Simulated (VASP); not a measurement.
Input of a VASP 6.6.1 run:

Contents of INCAR:

```
PREC = Accurate
ENCUT = 600
EDIFF = 1E-7
ISMEAR = 1
SIGMA = 0.1
LREAL = False
LASPH = True
NELM = 80
ALGO = Fast
ISIF = 2
LWAVE = False
LCHARG = False
GGA = PS
IBRION = 2
NSW = 40
EDIFFG = -0.01
```

File KPOINTS:

```
regular mesh
0
Gamma
  16 16 16
```

The input POSCAR:

```
Ir                                      
1.0
    0.0000000000      1.9172882864      1.9172882864
    1.9172882864      0.0000000000      1.9172882864
    1.9172882864      1.9172882864      0.0000000000
  Ir            
     1
Direct
     0.0000000000000000    0.0000000000000000    0.0000000000000000
```

Potentials or basis: VASP PAW PBE potentials, release 64 (Ir).

The run is started by

```sh
$ cat potpaw_PBE.64/Ir/POTCAR > POTCAR
$ mpirun -np 1 vasp_std > vasp.out
```

Question: Estimate the band gap on the k mesh.

Answer: None (metal or under the smearing width).

Final structure:
```
CELL_PARAMETERS angstrom
0.00000 1.91729 1.91729
1.91729 0.00000 1.91729
1.91729 1.91729 0.00000
ATOMIC_POSITIONS crystal
Ir 0.00000 0.00000 0.00000
```

Caveat: the relaxation stopped at its first step, so nothing moved. Spin-orbit coupling is left out, which matters for the levels of Ir.
